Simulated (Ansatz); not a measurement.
# Hf (sc type) under strong compression

```xyz
1
Lattice="2.9176 0.0000 0.0000 0.0000 2.9176 0.0000 0.0000 0.0000 2.9176" Properties=species:S:1:pos:R:3 pbc="T T T"
Hf    0.0000    0.0000    0.0000
```

The cell comes from a relaxation on PAW files under the same functional, begun from a prototype that needn't be the stable phase.

Its volume is scaled at fixed shape and fractional positions.

Level of theory: DFT with PBE, scalar-relativistic, in Ansatz 0.2.0; a Γ-centred 15×15×15 k mesh, Fermi–Dirac smearing of 0.08 eV, no spin polarisation. LAPW: all electrons, basis error target 1 meV/atom; PAW: frozen-core files, cutoff 420 eV; crystal datasets: all electrons, by PAW datasets that the program makes for each cell; norm-conserving: pseudopotentials, cutoff 1143 eV; PAW (core large): files with a larger core, cutoff 420 eV.

Energies are extrapolated to zero smearing and count from the unscaled cell; pressure is positive in compression; gaps take the mesh and a band path. No temperature or zero-point motion is included.

Spin–orbit coupling is left out, which matters for the heavy atoms.

| V/V0 | V (Å³/atom) | P LAPW (GPa) | ΔE LAPW (eV/atom) | P PAW − LAPW (GPa) | ΔE PAW − LAPW (meV/atom) |
| --- | --- | --- | --- | --- | --- |
| 1.00 | 24.84 | -0.01 | 0.000 | -0.01 | 0.0 |
| 0.92 | 22.85 | ? | 0.038 | -0.01 | -0.1 |
| 0.84 | 20.86 | 16.85 | 0.177 | -0.02 | -0.3 |
| 0.76 | 18.88 | 32.3 | 0.471 | -0.04 | -0.6 |
| 0.68 | 16.89 | ? | 1.009 | -0.08 | -1.3 |
| 0.60 | 14.90 | 98.0 | 1.951 | -0.15 | -2.5 |
| 0.52 | 12.91 | 167.9 | 3.559 | -0.33 | -5.3 |
| 0.45 | 11.18 | 279.5 | 5.923 | -0.84 | -10.8 |

**Question.** Give the missing entry: row "0.92", column "P LAPW (GPa)".

**Answer.** 6.85.

**Question.** Give the missing entry: row "0.68", column "P LAPW (GPa)".

**Answer.** 57.0.

**Question.** Fit the Vinet equation to the LAPW pressures over the whole range, with residuals weighted by 1/(|P| + 0.03·Pmax).

**Answer.** V0 = 24.87 Å³/atom, B0 = 63.3 GPa and B0′ = 4.66, and the fit misses no point by more than 5.7 GPa. A fit over so wide a range pins B0 less well than one near rest.

**Question.** From the table, what is the rise of the enthalpy H = E + pV up to the last row, and how stiff is the crystal between the last two rows?

**Answer.** ΔH = 5.923 eV + (279.5 GPa × 11.18 Å³ + 0.01 GPa × 24.84 Å³) × 0.006242 eV/(GPa·Å³) = 25.42 eV/atom, of which pV makes 77 %. The mean bulk modulus there is −ΔP/Δln V = 772 GPa.

**Question.** At the smallest volume, how far do crystal datasets and norm-conserving and PAW (core large) lie from LAPW in pressure?

**Answer.** crystal datasets: 0.00 GPa; norm-conserving: -0.66 GPa; PAW (core large): -0.84 GPa, on a LAPW pressure of 279.5 GPa.

**Question.** How do the Löwdin populations by LAPW change from the unscaled cell to the last row?

**Answer.** Hf 5s 1.95 → 1.82, Hf 6s 0.88 → 0.50, Hf 5p 5.96 → 5.78, Hf 5d 3.14 → 3.94, Hf 4f 14.00 → 13.97 electrons an atom. These are projections on the shells that the free atoms fill; 0.07 e a cell lies outside them at the start and 0.03 e at the end.
